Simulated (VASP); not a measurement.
Co, 2 atoms in the cell. The structure is hexagonal, space group P6_3/mmc (No. 194). Conventional cell: a = 2.472 Å, b = 2.472 Å, c = 4.021 Å, α = 90.00°, β = 90.00°, γ = 120.00°. Co (site symmetry -6m2) is surrounded by 12 Co at 2.47 Å. 

- Program: VASP 6.6.1
- Task: single point
- Functional: PBEsol
- Potentials or basis: VASP PAW PBE potentials, release 64 (Co)
- Cutoff: 520 eV
- k mesh: 12 × 12 × 7
- Occupations: gaussian, width 0.02 eV
- Spin: collinear spin, ferromagnetic start
- Starting moments: [2.0, 2.0] μB
- Further INCAR settings: ALGO = Normal; EDIFF = 1e-07

Potentials or basis: VASP PAW PBE potentials, release 64 (Co).

Run with:

```console
$ cat potpaw_PBE.64/Co/POTCAR > POTCAR
$ mpirun -np 1 vasp_std > vasp.out
```

Hardware: 1 thread of Intel(R) Xeon(R) 6975P-C (Granite Rapids), on a shared host.

Task: How long does it take, and how much memory?

Result: It took 22 s on 1 thread of Intel(R) Xeon(R) 6975P-C (Granite Rapids), on a shared host, peak memory 0.15 GiB. Counts: scf iterations 15, k points 76.
